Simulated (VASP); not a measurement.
**From VASP inputs to Ansatz: Ge (strained lonsdaleite (2H))**

INCAR

```
LASPH = .TRUE.
ISIF = 2
EDIFF = 1E-7
IBRION = -1
ISMEAR = -1
PREC = Accurate
NBANDS = 36
SIGMA = 0.02
NSW = 0
ENCUT = 520
LREAL = .FALSE.
NELM = 120
LWAVE = .FALSE.
GGA = PE
LCHARG = .FALSE.
```

KPOINTS

```
KPOINTS created by Atomic Simulation Environment
0
Gamma
12 12 4
0 0 0
```

KPOINTS_OPT

```
special points
7
Reciprocal
0.0000000000 0.0000000000 0.0000000000 1
0.5000000000 0.0000000000 0.0000000000 1
0.3333333333 0.3333333333 0.0000000000 1
0.0000000000 0.0000000000 0.5000000000 1
0.5000000000 0.0000000000 0.5000000000 1
0.3333333333 0.3333333333 0.5000000000 1
0.0000000000 0.0000000000 -0.1139320000 1
```

POSCAR

```
Ge
 1.0000000000000000
     3.9576390589979558    0.0000000000000000    0.0000000000000000
    -1.9788195294989779    3.4274159641017703    0.0000000000000000
     0.0000000000000000    0.0000000000000000    6.5268913201999998
 Ge
   4
Cartesian
  0.0000000000000001  2.2849439760678467  0.0027206468772976
  1.9788195294989783  1.1424719880339234  3.2661663069772979
  0.0000000000000001  2.2849439760678467  2.4448635981977023
  1.9788195294989783  1.1424719880339234  5.7083092582977022
```

VASP ran with the recommended PBE PAW datasets (56 valence electrons in the cell).

Task: Write an Ansatz input for this cell and level of theory.

Result: 

```yaml
crystal:
  lattice:
    - [3.957639059, 0.0, 0.0]
    - [-1.9788195295, 3.4274159641, 0.0]
    - [0.0, 0.0, 6.5268913202]
  atoms:
    - { symbol: Ge, position: [0.3333333333, 0.6666666667, 0.0004168366] }
    - { symbol: Ge, position: [0.6666666667, 0.3333333333, 0.5004168366] }
    - { symbol: Ge, position: [0.3333333333, 0.6666666667, 0.3745831634] }
    - { symbol: Ge, position: [0.6666666667, 0.3333333333, 0.8745831634] }
kpoints:
  mp_grid: { grid: [12, 12, 4] }
  band_path:
    path:
      - [0.0, 0.0, 0.0]
      - [0.5, 0.0, 0.0]
      - [0.3333333333, 0.3333333333, 0.0]
      - [0.0, 0.0, 0.5]
      - [0.5, 0.0, 0.5]
      - [0.3333333333, 0.3333333333, 0.5]
      - [0.0, 0.0, -0.113932]
    npoints: 1
hamiltonian:
  xc: pbe
scf:
  occupations: { method: fermi_dirac, width: 0.02 }
  n_extra_bands: 5
output:
  forces: true
  stress: true
  eigenvalues: true
```

Other inputs would serve too.

```json
{"": "gap between bands v and c", "VASP": "-0.09 eV (bands overlap: a metal)", "Ansatz": "-0.09 eV (bands overlap: a metal)"}
{"": "least direct gap", "VASP": "0.00 eV", "Ansatz": "0.00 eV"}
{"": "pressure", "VASP": "5.3 GPa", "Ansatz": "5.3 GPa"}
```

The two codes use different PAW datasets and cutoffs. VASP's cell holds 56 valence electrons and Ansatz's 56. Ansatz's stress includes a Pulay correction; VASP's doesn't.
